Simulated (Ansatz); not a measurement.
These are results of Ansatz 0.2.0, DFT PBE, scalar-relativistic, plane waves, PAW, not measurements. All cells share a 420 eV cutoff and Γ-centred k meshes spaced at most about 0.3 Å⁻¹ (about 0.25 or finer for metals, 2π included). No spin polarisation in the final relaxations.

These are static total energies at zero pressure.

Two forms of W3C were relaxed alike.

1.

```
W C
1.0
     4.10222    0.00000    0.00000
     0.00000    4.10222    0.00000
     0.00000    0.00000    4.10222
W C
3 1
Direct
  0.50000 0.00000 0.00000
  0.00000 0.50000 0.00000
  0.00000 0.00000 0.50000
  0.00000 0.00000 0.00000
```

2.

```
W C
1.0
     4.27728    0.00000    0.00000
    -2.13864    3.70423    0.00000
     0.00000    0.00000    3.98996
W C
3 1
Cartesian
  0.0000 0.0000 1.9950
  0.0000 2.4695 0.0000
  2.1386 1.2347 0.0000
  0.0000 0.0000 0.0000
```

Question: Which form is favoured at zero pressure, and by what margin per atom?

Answer: Cell 1 is lower, by 269 meV/atom. Cell 1 has the anti-ReO3 type, space group Pm-3m (No. 221), 17.3 Å³/atom and no gap on its mesh; cell 2 has space group P6/mmm (No. 191), 15.8 Å³/atom and no gap. Counting W atoms around C (those within 1.25 times the shortest such distance or 1.15 times the sum of covalent radii, 1.27 where that leaves under three; a plus sign parts nearer from farther groups), cell 1 has C 6 and cell 2 has C 2+6. The lower one is the more open, so pressure narrows the difference. Even the lower one lies +1.14 eV/atom against the reference forms of the elements (uncorrected), so neither is stable at this level. In cell 1, W has 2 C at 2.05 Å and 8 W at 2.90 Å; C is surrounded by 6 W at 2.05 Å. In cell 2, around W on a site of symmetry 6/mmm lie 2 C at 1.99 Å and 12 W at 3.17 Å; around W on a site of symmetry -6m2 lie 3 C at 2.47 Å, 3 W at 2.47 Å and 6 W at 3.17 Å; C has 2 W at 1.99 Å and 6 W at 2.47 Å. Both come from invented guesses.

Spin–orbit coupling, which can matter for W, is left out. A magnetic state wasn't ruled out in cells without spin, among them P6/mmm. Cells relaxed within their symmetry can be saddle points.
